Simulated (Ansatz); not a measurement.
# Rh: response to equal strain of all cell vectors

How does Rh answer equal strain of all cell vectors between -6 and +6 %? At each strain the shape is held and the atoms relax, within the symmetry that is left.

This is Rh in the hcp structure; at room conditions it is fcc.

Computed with Ansatz 0.2.0 (DFT PBEsol, scalar-relativistic, plane waves, PAW, unless a step's input says otherwise).

3 further runs of the same task are left out: 3 set aside as unsound or not needed.

## Step 1: The starting structure

It takes space group P6_3/mmc (No. 194, hexagonal). Conventional cell: a = 2.689 Å, b = 2.689 Å, c = 4.329 Å, α = 90.00°, β = 90.00°, γ = 120.00°. Rh (site symmetry -6m2) has 12 Rh at 2.66 to 2.69 Å as nearest neighbours.

As a file:

```cif
data_structure
_symmetry_space_group_name_H-M 'P 1'
_symmetry_Int_Tables_number 1
_cell_length_a 2.6887
_cell_length_b 2.6887
_cell_length_c 4.3290
_cell_angle_alpha 90.000
_cell_angle_beta 90.000
_cell_angle_gamma 120.000
_cell_volume 27.10
loop_
_atom_site_label
_atom_site_type_symbol
_atom_site_fract_x
_atom_site_fract_y
_atom_site_fract_z
_atom_site_occupancy
Rh1 Rh 0.66667 0.33333 0.75000 1
Rh2 Rh 0.33333 0.66667 0.25000 1
```

It goes back to an entry of the Materials Project, which need not be the stable form.

This cell was relaxed beforehand with the same method: volume 13.55 Å³/atom, gap on the mesh none (metal).

The unstrained cell comes from an earlier run at this level (2 atoms, E(σ→0) -12677.4118 eV, gap none (metal)).

## Step 2: Strain -2.0 %

Input file input.yaml:

```yaml
crystal:
  lattice:
    - [2.6349613631, 0.0, 0.0]
    - [-1.3174806816, 2.2819434785, 0.0]
    - [0.0, 0.0, 4.2424398393]
  atoms:
    - { symbol: Rh, position: [0.6666666667, 0.3333333333, 0.75] }
    - { symbol: Rh, position: [0.3333333333, 0.6666666667, 0.25] }
basis:
  ecutwfc: 420
kpoints:
  mp_grid: { grid: [24, 24, 12] }
hamiltonian:
  xc: pbesol
scf:
  occupations: { method: gaussian, width: 0.1 }
output:
  forces: true
  stress: true
  eigenvalues: true
```

The run is started by

```
> ansatz run input.yaml --threads 1 --pin off --max-ram 2560MiB --backend cpu --events-out ev --progress --plain --runs-dir out
```

What it wrote, shortened:

```text
Warning: RAYON_NUM_THREADS=1 ignored (pool sized by the plan → 1); use --threads N
[...]
Pseudopotentials: kind: paw
Pseudopotential: Rh, paw, valence charge 17, recommended cutoff 420 eV (normal), Rh.paw.azcp
Functional definition: PBEsol
[...]
Crystal: 2 atoms, lattice volume = 25.509 Å³
Basis set: ecut = 420 eV, 525 PW (Γ), exchange–correlation on 36×36×60 points (8 copies of the dense FFT grid, shifted against one another)
Bands: 21, of which v1, the nominal top of the filled ones, is band 17 counted from 1 (16 counted from 0)
Symmetry: 24 space group operations
Space group: P63/mmc (ITA 194), of the structure as read, at distance tolerance 2.9e-5 Å
k-points: 427 of 6912
[...]
SCF iter   1: F=—  HF=-12677.327636 eV  |F-HF|=—  |Δ(HF+E_count)|=         —  Δρ=1.36e-2  dr2=2.56e-2  ethr=1.77e-3  ⟨swp⟩=4.8  Hψ=34944  notcnv=0
[...]
SCF iter   6: F=-12677.322345 eV  HF=-12677.322345 eV  |F-HF|=2.86e-10  |Δ(HF+E_count)|=   1.82e-9  Δρ=2.31e-6  dr2=4.54e-10  ethr=2.60e-11  ⟨swp⟩=2.3  Hψ=28362  notcnv=0
[...]
SCF converged after 6 iterations
Free energy (F): -12677.322345 eV
[...]
E sigma→0 (E₀):  -12677.315635 eV
Entropy (-TS):   -0.013419 eV (-6.709 meV/atom)
Fermi energy:    24.608440 eV
[...]
--- Forces (eV/Å), atoms counted from 1 ---
  atom   1  Rh     0.00000000    -0.00000000     0.00000000
  atom   2  Rh    -0.00000000     0.00000000     0.00000000
[...]
--- Stress (GPa, compression-positive) ---
       20.182328       0.000000       0.000000
        0.000000      20.182328       0.000000
        0.000000       0.000000      21.817774
  P = ⅓ Tr σ = 20.7275 GPa (207.275 kbar)
--- Band table (eV; the first three rows and the last of 427) ---
  k-point 0: bands = ["-54.5503", "-54.3834", "-22.9217", "-22.0669", "-22.0669", "-21.9342", "-21.9264", "-21.9264", "15.8683", "17.6571", "21.1196", "21.1487", "21.1487", "21.7593", "21.7593", "22.3961", "22.3961", "24.7472", "24.7472", "25.2040", "34.0113"]
[...]
```

It took 4.7 s on 1 thread of Intel Xeon 6975P-C (Granite Rapids), shared host; peak memory 0.47 GiB.

The cell is held at each strain. Atoms start from the nearest strain of the same sign that is done. Symmetry fixes all atoms here, so a single point is enough.

## Step 3: The cell strained by +2.0 %

input.yaml: that of step 2 with these lines changed.

```diff
@@ -2,5 +2,5 @@
   lattice:
-    - [2.6349613631, 0.0, 0.0]
-    - [-1.3174806816, 2.2819434785, 0.0]
-    - [0.0, 0.0, 4.2424398393]
+    - [2.7425108065, 0.0, 0.0]
+    - [-1.3712554033, 2.3750840286, 0.0]
+    - [0.0, 0.0, 4.415600649]
   atoms:
```

The run is started by

```
> ansatz run input.yaml --threads 1 --pin off --max-ram 2560MiB --backend cpu --events-out ev --progress --plain --runs-dir out
```

What it wrote, shortened:

```text
Warning: RAYON_NUM_THREADS=1 ignored (pool sized by the plan → 1); use --threads N
[...]
[... 3 set-up lines as earlier in the session ...]
[...]
Crystal: 2 atoms, lattice volume = 28.762 Å³
Basis set: ecut = 420 eV, 573 PW (Γ), exchange–correlation on 40×40×60 points (8 copies of the dense FFT grid, shifted against one another)
Bands: 21, of which v1, the nominal top of the filled ones, is band 17 counted from 1 (16 counted from 0)
[... 1 set-up line as earlier in the session ...]
Space group: P63/mmc (ITA 194), of the structure as read, at distance tolerance 3.1e-5 Å
k-points: 427 of 6912
[...]
SCF iter   1: F=—  HF=-12677.344828 eV  |F-HF|=—  |Δ(HF+E_count)|=         —  Δρ=1.30e-2  dr2=3.32e-2  ethr=1.77e-3  ⟨swp⟩=4.7  Hψ=34409  notcnv=0
[...]
SCF iter   6: F=-12677.337115 eV  HF=-12677.337115 eV  |F-HF|=1.15e-9  |Δ(HF+E_count)|=   1.12e-8  Δρ=4.52e-6  dr2=2.01e-9  ethr=1.15e-10  ⟨swp⟩=2.0  Hψ=29113  notcnv=0
[...]
SCF converged after 6 iterations
Free energy (F): -12677.337115 eV
[...]
E sigma→0 (E₀):  -12677.328771 eV
Entropy (-TS):   -0.016690 eV (-8.345 meV/atom)
Fermi energy:    21.077165 eV
[...]
--- Forces (eV/Å), atoms counted from 1 ---
  atom   1  Rh    -0.00000000    -0.00000000     0.00000000
  atom   2  Rh     0.00000000     0.00000000     0.00000000
[...]
--- Stress (GPa, compression-positive) ---
      -14.997680       0.000000       0.000000
        0.000000     -14.997680       0.000000
        0.000000       0.000000     -14.820236
  P = ⅓ Tr σ = -14.9385 GPa (-149.385 kbar)
--- Band table (eV; the first three rows and the last of 427) ---
  k-point 0: bands = ["-57.6871", "-57.5880", "-25.8923", "-25.3200", "-25.3200", "-25.2380", "-25.2245", "-25.2245", "13.2525", "15.1853", "18.1872", "18.2233", "18.2233", "18.7216", "18.7216", "19.2480", "19.2480", "21.1985", "21.1985", "21.8056", "29.2680"]
[...]
```

Wall time 4.9 s (1 thread of Intel Xeon 6975P-C (Granite Rapids), shared host); peak memory 0.49 GiB.

## Step 4: The cell strained by -4.0 %

input.yaml: that of step 3 with these lines changed.

```diff
@@ -2,5 +2,5 @@
   lattice:
-    - [2.7425108065, 0.0, 0.0]
-    - [-1.3712554033, 2.3750840286, 0.0]
-    - [0.0, 0.0, 4.415600649]
+    - [2.5811866414, 0.0, 0.0]
+    - [-1.2905933207, 2.2353732034, 0.0]
+    - [0.0, 0.0, 4.1558594344]
   atoms:
@@ -20 +20,5 @@
   eigenvalues: true
+  write_density: true
+  write_potential: true
+  elf: true
+  volumetric_format: npy
```

The run is started by

```
> ansatz run input.yaml --threads 1 --pin off --max-ram 2560MiB --backend cpu --events-out ev --progress --plain --runs-dir out
```

What it wrote, shortened:

```text
Warning: RAYON_NUM_THREADS=1 ignored (pool sized by the plan → 1); use --threads N
[...]
[... 3 set-up lines as earlier in the session ...]
[...]
Crystal: 2 atoms, lattice volume = 23.979 Å³
Basis set: ecut = 420 eV, 463 PW (Γ), exchange–correlation on 36×36×60 points (8 copies of the dense FFT grid, shifted against one another)
Bands: 21, of which v1, the nominal top of the filled ones, is band 17 counted from 1 (16 counted from 0)
[... 2 set-up lines as earlier in the session ...]
k-points: 427 of 6912
[...]
SCF iter   1: F=—  HF=-12677.002444 eV  |F-HF|=—  |Δ(HF+E_count)|=         —  Δρ=1.44e-2  dr2=2.40e-2  ethr=1.77e-3  ⟨swp⟩=4.8  Hψ=35409  notcnv=0
[...]
SCF iter   6: F=-12676.997406 eV  HF=-12676.997406 eV  |F-HF|=1.46e-11  |Δ(HF+E_count)|=  2.67e-10  Δρ=6.81e-7  dr2=3.91e-11  ethr=4.88e-12  ⟨swp⟩=5.3  Hψ=49505  notcnv=0
[...]
SCF converged after 6 iterations
Free energy (F): -12676.997406 eV
[...]
E sigma→0 (E₀):  -12676.991383 eV
Entropy (-TS):   -0.012045 eV (-6.023 meV/atom)
Fermi energy:    26.600861 eV
[...]
--- Forces (eV/Å), atoms counted from 1 ---
  atom   1  Rh    -0.00000000    -0.00000000     0.00000000
  atom   2  Rh    -0.00000000     0.00000000     0.00000000
[...]
--- Stress (GPa, compression-positive) ---
       48.020693       0.000000       0.000000
       -0.000000      48.020693       0.000000
        0.000000       0.000000      50.731275
  P = ⅓ Tr σ = 48.9242 GPa (489.242 kbar)
--- Band table (eV; the first three rows and the last of 427) ---
  k-point 0: bands = ["-52.7942", "-52.5775", "-21.2759", "-20.2290", "-20.2290", "-20.0623", "-20.0585", "-20.0585", "17.3774", "19.0448", "22.7595", "22.7836", "22.7836", "23.4608", "23.4608", "24.1620", "24.1620", "26.7471", "26.7471", "27.1548", "36.6963"]
[...]
```

It took 6.3 s on 1 thread of Intel Xeon 6975P-C (Granite Rapids), shared host; peak memory 0.48 GiB.

Density in a lattice plane of the grid's cell (edges 2.58 and 4.16 Å, at 0.333 of the third edge), which holds Rh.

Ten even steps from '0' (0.33 e/Å³) to '9' (13.90 e/Å³):
```
00000000000000
00000001222210
00000013455421
00000125788642
00000135899742
00000125788642
00000013555421
00000001222210
00000000010000
00000000000000
00000000000000
00000000000000
00000000000000
01111000000000
01111000000000
01111000000000
00000000000000
00000000000000
00000000000000
00000000000000
```
Columns run along the first of these edges and rows up along the second, over one cell in 14 and 20 even steps from the bottom left corner. Atoms in the plane (fractional): Rh at (0.67, 0.75).

ELF in the same plane.

Ten even steps from ' ' (0.21) to '@' (0.77):
```
              ..::--::::..  
          ..::==**####**==..
..        ::++##%%@@@@%%##==
::      ..--**%%@@@@@@@@%%++
::      ..==##@@@@@@@@@@%%**
::      ..--**%%@@@@@@@@%%++
..        ::++##%%@@@@%%**==
          ..::==**##**++==::
            ....::----::..  
                            
                            
    ....          ....      
..::::::::..      ....      
::--====--::..            ..
::==++====::..            ..
::--====--::..            ..
..::::::::..      ....      
                ........    
                            
                            
```
Columns run along the first of these edges and rows up along the second, over one cell in 14 and 20 even steps from the bottom left corner. Atoms in the plane (fractional): Rh at (0.67, 0.75).

Both are smooth fields of the valence electrons: close to the nuclei they are not physical.

## Step 5: At +4.0 %

input.yaml: that of step 4 with these lines changed.

```diff
@@ -2,5 +2,5 @@
   lattice:
-    - [2.5811866414, 0.0, 0.0]
-    - [-1.2905933207, 2.2353732034, 0.0]
-    - [0.0, 0.0, 4.1558594344]
+    - [2.7962855282, 0.0, 0.0]
+    - [-1.3981427641, 2.4216543037, 0.0]
+    - [0.0, 0.0, 4.5021810539]
   atoms:
@@ -20,5 +20 @@
   eigenvalues: true
-  write_density: true
-  write_potential: true
-  elf: true
-  volumetric_format: npy
```

The run is started by

```
> ansatz run input.yaml --threads 1 --pin off --max-ram 2560MiB --backend cpu --events-out ev --progress --plain --runs-dir out
```

What it wrote, shortened:

```text
Warning: RAYON_NUM_THREADS=1 ignored (pool sized by the plan → 1); use --threads N
[...]
[... 3 set-up lines as earlier in the session ...]
[...]
Crystal: 2 atoms, lattice volume = 30.487 Å³
Basis set: ecut = 420 eV, 603 PW (Γ), exchange–correlation on 40×40×64 points (8 copies of the dense FFT grid, shifted against one another)
Bands: 21, of which v1, the nominal top of the filled ones, is band 17 counted from 1 (16 counted from 0)
[... 2 set-up lines as earlier in the session ...]
k-points: 427 of 6912
[...]
SCF iter   1: F=—  HF=-12677.125217 eV  |F-HF|=—  |Δ(HF+E_count)|=         —  Δρ=1.30e-2  dr2=3.78e-2  ethr=1.77e-3  ⟨swp⟩=4.7  Hψ=34308  notcnv=0
[...]
SCF iter   6: F=-12677.115912 eV  HF=-12677.115912 eV  |F-HF|=4.47e-10  |Δ(HF+E_count)|=   1.46e-8  Δρ=3.53e-6  dr2=1.82e-9  ethr=2.17e-10  ⟨swp⟩=2.0  Hψ=33917  notcnv=0
[...]
SCF converged after 6 iterations
Free energy (F): -12677.115912 eV
[...]
E sigma→0 (E₀):  -12677.106607 eV
Entropy (-TS):   -0.018610 eV (-9.305 meV/atom)
Fermi energy:    19.512565 eV
[...]
--- Forces (eV/Å), atoms counted from 1 ---
  atom   1  Rh     0.00000000    -0.00000000     0.00000000
  atom   2  Rh     0.00000000     0.00000000     0.00000000
[...]
--- Stress (GPa, compression-positive) ---
      -25.331979       0.000000       0.000000
        0.000000     -25.331979       0.000000
        0.000000       0.000000     -25.621622
  P = ⅓ Tr σ = -25.4285 GPa (-254.285 kbar)
--- Band table (eV; the first three rows and the last of 427) ---
  k-point 0: bands = ["-59.0842", "-59.0078", "-27.2283", "-26.7588", "-26.7588", "-26.6953", "-26.6800", "-26.6800", "12.1159", "14.0837", "16.8769", "16.9153", "16.9153", "17.3663", "17.3663", "17.8454", "17.8454", "19.6248", "19.6248", "20.3218", "27.1743"]
[...]
```

It took 6.2 s on 1 thread of Intel Xeon 6975P-C (Granite Rapids), shared host; peak memory 0.5 GiB.

## Step 6: At -6.0 %

input.yaml: that of step 5 with these lines changed.

```diff
@@ -2,5 +2,5 @@
   lattice:
-    - [2.7962855282, 0.0, 0.0]
-    - [-1.3981427641, 2.4216543037, 0.0]
-    - [0.0, 0.0, 4.5021810539]
+    - [2.5274119197, 0.0, 0.0]
+    - [-1.2637059599, 2.1888029283, 0.0]
+    - [0.0, 0.0, 4.0692790295]
   atoms:
@@ -20 +20,5 @@
   eigenvalues: true
+  write_density: true
+  write_potential: true
+  elf: true
+  volumetric_format: npy
```

The run is started by

```
> ansatz run input.yaml --threads 1 --pin off --max-ram 2560MiB --backend cpu --events-out ev --progress --plain --runs-dir out
```

What it wrote, shortened:

```text
Warning: RAYON_NUM_THREADS=1 ignored (pool sized by the plan → 1); use --threads N
[...]
[... 3 set-up lines as earlier in the session ...]
[...]
Crystal: 2 atoms, lattice volume = 22.511 Å³
Basis set: ecut = 420 eV, 439 PW (Γ), exchange–correlation on 36×36×60 points (8 copies of the dense FFT grid, shifted against one another)
Bands: 21, of which v1, the nominal top of the filled ones, is band 17 counted from 1 (16 counted from 0)
[... 1 set-up line as earlier in the session ...]
Space group: P63/mmc (ITA 194), of the structure as read, at distance tolerance 2.8e-5 Å
k-points: 427 of 6912
[...]
SCF iter   1: F=—  HF=-12676.391063 eV  |F-HF|=—  |Δ(HF+E_count)|=         —  Δρ=1.56e-2  dr2=2.39e-2  ethr=1.77e-3  ⟨swp⟩=4.8  Hψ=35986  notcnv=0
[...]
SCF iter   6: F=-12676.385565 eV  HF=-12676.385565 eV  |F-HF|=1.02e-10  |Δ(HF+E_count)|=   1.92e-9  Δρ=1.58e-6  dr2=1.76e-10  ethr=2.28e-11  ⟨swp⟩=5.6  Hψ=51389  notcnv=0
[...]
SCF converged after 6 iterations
Free energy (F): -12676.385565 eV
[...]
E sigma→0 (E₀):  -12676.380159 eV
Entropy (-TS):   -0.010812 eV (-5.406 meV/atom)
Fermi energy:    28.763795 eV
[...]
--- Forces (eV/Å), atoms counted from 1 ---
  atom   1  Rh    -0.00000000     0.00000000     0.00000000
  atom   2  Rh     0.00000000     0.00000000     0.00000000
[...]
--- Stress (GPa, compression-positive) ---
       85.368943      -0.000000       0.000000
        0.000000      85.368943       0.000000
        0.000000       0.000000      89.459180
  P = ⅓ Tr σ = 86.7324 GPa (867.324 kbar)
--- Band table (eV; the first three rows and the last of 427) ---
  k-point 0: bands = ["-50.9023", "-50.6208", "-19.5164", "-18.2330", "-18.2330", "-18.0260", "-18.0260", "-18.0247", "19.0447", "20.5472", "24.5285", "24.5463", "24.5463", "25.2984", "25.2984", "26.0708", "26.0708", "28.9158", "28.9158", "29.2992", "39.6138"]
[...]
```

Run time: 6 s. Hardware: 1 thread of Intel Xeon 6975P-C (Granite Rapids), shared host; peak memory 0.46 GiB.

Density in a lattice plane of the grid's cell (edges 2.53 and 4.07 Å, at 0.333 of the third edge), which holds Rh.

Ten even steps from '0' (0.37 e/Å³) to '9' (13.96 e/Å³):
```
00000000000000
00000001232210
00000013565421
00000125788642
00000136899752
00000125788642
00000013565421
00000001233210
00000000011000
00000000000000
00000000000000
00000000000000
00000000000000
01111000000000
01111000000000
01111000000000
00000000000000
00000000000000
00000000000000
00000000000000
```
Columns run along the first of these edges and rows up along the second, over one cell in 14 and 20 even steps from the bottom left corner. Atoms in the plane (fractional): Rh at (0.67, 0.75).

ELF in the same plane.

Ten even steps from ' ' (0.22) to '@' (0.77):
```
              ..::----::..  
          ..::++**####**==::
..        ::++##@@@@@@%%##==
::      ..--**%%@@@@@@@@%%**
--      ..==##@@@@@@@@@@%%**
::      ..--**%%@@@@@@@@%%**
..        ::++##%%@@@@%%##==
          ..--++**####**==::
            ..::::----::..  
                            
                            
    ....          ....      
..::--::::..      ....      
::======--::..            ..
--==++++==::..            ..
::======--::..            ..
..::--::::..      ....      
    ....        ........    
                            
                            
```
Columns run along the first of these edges and rows up along the second, over one cell in 14 and 20 even steps from the bottom left corner. Atoms in the plane (fractional): Rh at (0.67, 0.75).

Both are smooth fields of the valence electrons: close to the nuclei they are not physical.

## Step 7: The cell strained by +6.0 %

input.yaml: that of step 6 with these lines changed.

```diff
@@ -2,5 +2,5 @@
   lattice:
-    - [2.5274119197, 0.0, 0.0]
-    - [-1.2637059599, 2.1888029283, 0.0]
-    - [0.0, 0.0, 4.0692790295]
+    - [2.8500602499, 0.0, 0.0]
+    - [-1.425030125, 2.4682245787, 0.0]
+    - [0.0, 0.0, 4.5887614588]
   atoms:
@@ -20,5 +20 @@
   eigenvalues: true
-  write_density: true
-  write_potential: true
-  elf: true
-  volumetric_format: npy
```

The run is started by

```
> ansatz run input.yaml --threads 1 --pin off --max-ram 2560MiB --backend cpu --events-out ev --progress --plain --runs-dir out
```

What it wrote, shortened:

```text
Warning: RAYON_NUM_THREADS=1 ignored (pool sized by the plan → 1); use --threads N
[...]
[... 3 set-up lines as earlier in the session ...]
[...]
Crystal: 2 atoms, lattice volume = 32.280 Å³
Basis set: ecut = 420 eV, 615 PW (Γ), exchange–correlation on 40×40×64 points (8 copies of the dense FFT grid, shifted against one another)
Bands: 21, of which v1, the nominal top of the filled ones, is band 17 counted from 1 (16 counted from 0)
[... 1 set-up line as earlier in the session ...]
Space group: P63/mmc (ITA 194), of the structure as read, at distance tolerance 3.2e-5 Å
k-points: 427 of 6912
[...]
SCF iter   1: F=—  HF=-12676.799542 eV  |F-HF|=—  |Δ(HF+E_count)|=         —  Δρ=1.30e-2  dr2=4.26e-2  ethr=1.77e-3  ⟨swp⟩=4.7  Hψ=34263  notcnv=0
[...]
SCF iter   6: F=-12676.788700 eV  HF=-12676.788700 eV  |F-HF|=1.32e-9  |Δ(HF+E_count)|=   1.26e-8  Δρ=7.02e-6  dr2=1.27e-8  ethr=2.94e-10  ⟨swp⟩=4.2  Hψ=30447  notcnv=0
the search or the solves at the SCF's close seem to have found levels that the self-consistency loop had missed (the run counts 1). By its estimate they hold under 1e-12 electrons; where the run keeps them, the occupations were computed again with them
[...]
SCF converged after 6 iterations
Free energy (F): -12676.788700 eV
[...]
E sigma→0 (E₀):  -12676.778338 eV
Entropy (-TS):   -0.020723 eV (-10.362 meV/atom)
Fermi energy:    18.066763 eV
[...]
--- Forces (eV/Å), atoms counted from 1 ---
  atom   1  Rh    -0.00000000     0.00000000     0.00000000
  atom   2  Rh     0.00000000    -0.00000000     0.00000000
[...]
--- Stress (GPa, compression-positive) ---
      -32.299742      -0.000000       0.000000
       -0.000000     -32.299742       0.000000
        0.000000       0.000000     -32.936552
  P = ⅓ Tr σ = -32.5120 GPa (-325.120 kbar)
--- Band table (eV; the first three rows and the last of 427) ---
[... band rows left out ...]
[...]
```

It took 7 s on 1 thread of Intel Xeon 6975P-C (Granite Rapids), shared host; peak memory 0.51 GiB.

## Step 8: Energy and stress against strain (a metal throughout)

Lengths are those of the vectors of the cell that was run; stresses in GPa:

```tsv
strain (%)	ΔE (meV/atom)	a (Å)	b (Å)	c (Å)	σxx	σyy	σzz
-6.0	515.8	2.527	2.527	4.069	85.37	85.37	89.46
-4.0	210.2	2.581	2.581	4.156	48.02	48.02	50.73
-2.0	48.1	2.635	2.635	4.242	20.18	20.18	21.82
+0.0	0.0	2.689	2.689	4.329	-0.27	-0.27	0.54
+2.0	41.5	2.743	2.743	4.416	-15.00	-15.00	-14.82
+4.0	152.6	2.796	2.796	4.502	-25.33	-25.33	-25.62
+6.0	316.8	2.850	2.850	4.589	-32.30	-32.30	-32.94
```

ΔE is over the unstrained cell. Stress in GPa, positive in compression, on the Cartesian axes of the input. 

## Step 9: Summary of results

| quantity | value |
| --- | --- |
| largest energy cost | 515.8 meV/atom at -6.0 % |
| (1/V) d²E/dε² at zero strain, cubic fit | 2740 GPa |

**Reading.** The curvature of the energy, 2740 GPa, is nine times the bulk modulus at fixed shape. Compression by 6 % costs 515.8 meV/atom and stretching 316.8. On this cell's mesh the unstrained reference holds a stress of up to 0.54 GPa.
